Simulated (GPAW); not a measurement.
Here is a GPAW 26.7.0 calculation.

Contents of run.py:

```python
from ase import Atoms
from ase.dft.bandgap import bandgap
from ase.io import write
from ase.units import GPa
from gpaw import GPAW, PW, setup_paths

setup_paths.insert(0, '.')

atoms = Atoms(['Zr', 'Zr', 'C', 'C'],
              cell=[[3.3914762718, 0.0, 0.0],
                    [-1.6957381359, 2.9371046077, 0.0],
                    [0.0, 0.0, 5.290053]],
              scaled_positions=[[0.6666666667, 0.3333333333, 0.75],
                                [0.3333333333, 0.6666666667, 0.25],
                                [0.0, 0.0, 0.5],
                                [0.0, 0.0, 0.0]],
              pbc=True)

calc = GPAW(mode=PW(800),
            xc='PBEsol',
            kpts={'size': (7, 7, 4), 'gamma': True},
            occupations={'name': 'fermi-dirac', 'width': 0.05},
            setups={'Zr': ':d,8.0'},
            nbands=31,
            convergence={'density': 1e-05, 'energy': 1e-05},
            maxiter=150,
            txt='gpaw.txt')
atoms.calc = calc
energy = atoms.get_potential_energy()
forces = atoms.get_forces()
stress = atoms.get_stress()
calc.write('gs.gpw')
write('result.traj', atoms)
print(f'Energy: {energy:.6f} eV')
print('Forces (eV/A):')
print(forces.round(4))
print('Stress (GPa):', (stress / GPa).round(3))
print('Fermi level:', round(calc.get_fermi_level(), 4), 'eV')
print(f'Gap: {bandgap(calc)[0]:.4f} eV, direct: {bandgap(calc, direct=True)[0]:.4f} eV')

path = atoms.cell.bandpath('GMKGALHA,LM,KH', npoints=60, eps=1e-4)
bs_calc = calc.fixed_density(kpts=path, symmetry='off', nbands=46,
                             convergence={'bands': 'CBM+6.0', 'eigenstates': 1e-6}, txt='bands.txt')
bs = bs_calc.band_structure()
bs.write('bs.json')
print(f'Gap on the path: {bandgap(bs_calc)[0]:.4f} eV')
```

Potentials or basis: PAW data sets generated in the run's folder for this functional, pw.

Launch:

```bash
$ gpaw-setup -f PBEsol C Zr
$ OMP_NUM_THREADS=1 python run.py
```

Task: Predict the band gap along the path.

Result: None (metal or under the smearing width).

Task: Predict the pressure.

Result: 14.1 GPa.

Levels at the corners of the path, in eV from the Fermi level:
| point | band 13 | band 14 | band 15 | band 16 | band 17 | band 18 | band 19 | band 20 |
| --- | --- | --- | --- | --- | --- | --- | --- | --- |
| Γ | -3.01 | -1.50 | -1.50 | 1.35 | 1.62 | 1.87 | 1.87 | 2.04 |
| M | -3.58 | -3.44 | -1.78 | -1.61 | 1.01 | 4.00 | 4.10 | 5.50 |
| K | -4.44 | -3.73 | -3.73 | 0.40 | 1.04 | 1.04 | 5.62 | 5.67 |
| Γ | -3.01 | -1.50 | -1.50 | 1.35 | 1.62 | 1.87 | 1.87 | 2.04 |
| A | -2.61 | -2.61 | -2.61 | -2.61 | 3.62 | 3.62 | 4.18 | 4.18 |
| L | -2.93 | -2.93 | -2.59 | -2.59 | 0.84 | 0.84 | 5.13 | 5.13 |
| H | -3.03 | -3.03 | -2.51 | -2.51 | 1.89 | 1.89 | 3.68 | 3.68 |
| A | -2.61 | -2.61 | -2.61 | -2.61 | 3.62 | 3.62 | 4.18 | 4.18 |
| L | -2.93 | -2.93 | -2.59 | -2.59 | 0.84 | 0.84 | 5.13 | 5.13 |
| M | -3.58 | -3.44 | -1.78 | -1.61 | 1.01 | 4.00 | 4.10 | 5.50 |
| K | -4.44 | -3.73 | -3.73 | 0.40 | 1.04 | 1.04 | 5.62 | 5.67 |
| H | -3.03 | -3.03 | -2.51 | -2.51 | 1.89 | 1.89 | 3.68 | 3.68 |

Caveat: U without spin polarisation on a metal has little footing; the U is typed as a test and isn't derived for this compound.
